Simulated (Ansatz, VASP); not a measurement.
**One calculation of Al, two programs**

INCAR

```
SYSTEM = Al
PREC = Accurate ; ENCUT = 520
EDIFF = 1E-6 ; ISMEAR = 0
SIGMA = 0.15 ; LREAL = .False.
LASPH = .True. ; NELM = 80
ALGO = Normal ; ISIF = 2
LWAVE = .False. ; LCHARG = .False.
GGA = PS ; NBANDS = 8
```

Contents of KPOINTS:

```
Automatic mesh
0
Gamma
  20 20 20
  0 0 0
```

The input POSCAR:

```
Al
1.0
   -1.6230430638      1.6230430638      1.5912186900
    1.6230430638     -1.6230430638      1.5912186900
    1.6230430638      1.6230430638     -1.5912186900
Al
1
Direct
    0.0000000000      0.0000000000      0.0000000000
```

Input for Ansatz:

```yaml
crystal:
  lattice:
    - [-1.6230430638, 1.6230430638, 1.59121869]
    - [1.6230430638, -1.6230430638, 1.59121869]
    - [1.6230430638, 1.6230430638, -1.59121869]
  atoms:
    - { symbol: Al, position: [0.0, 0.0, 0.0] }
basis:
  ecutwfc: 420
kpoints:
  mp_grid: { grid: [20, 20, 20] }
hamiltonian:
  xc: pbesol
scf:
  occupations: { method: gaussian, width: 0.15 }
output:
  forces: true
  stress: true
  eigenvalues: true
```

Change from the starting cell: strain +0.0200 x Voigt [1, 1, 0, 0, 0, 0], atoms carried along.

Alike in both runs: task single point; functional PBEsol; k mesh 20 × 20 × 20; occupations gaussian, width 0.15 eV; no spin polarisation.

|  | VASP | Ansatz |
| --- | --- | --- |
| version | VASP 6.6.1 | Ansatz 0.2.0 |
| potentials or method | VASP PAW PBE potentials, release 64 (Al) | scalar-relativistic, plane waves, PAW |
| plane-wave cutoff (eV) | 520 | 420 |
| valence electrons in the cell | 3 | 3 |

```tsv
	VASP	Ansatz	Ansatz less VASP
gap on the k mesh at the Fermi level (eV)	none	none	-
pressure (GPa)	-0.8	-0.8	-0.06
largest component of the traceless stress (GPa)	0.47	0.46	-0.003
```

A gap of «none» marks a metal or a gap that the smearing closes. With one functional, cell and mesh, what is left measures potentials, basis and numerics.

Caveats: the PAW data sets were made with another functional, which shifts forces and pressure a little (VASP).
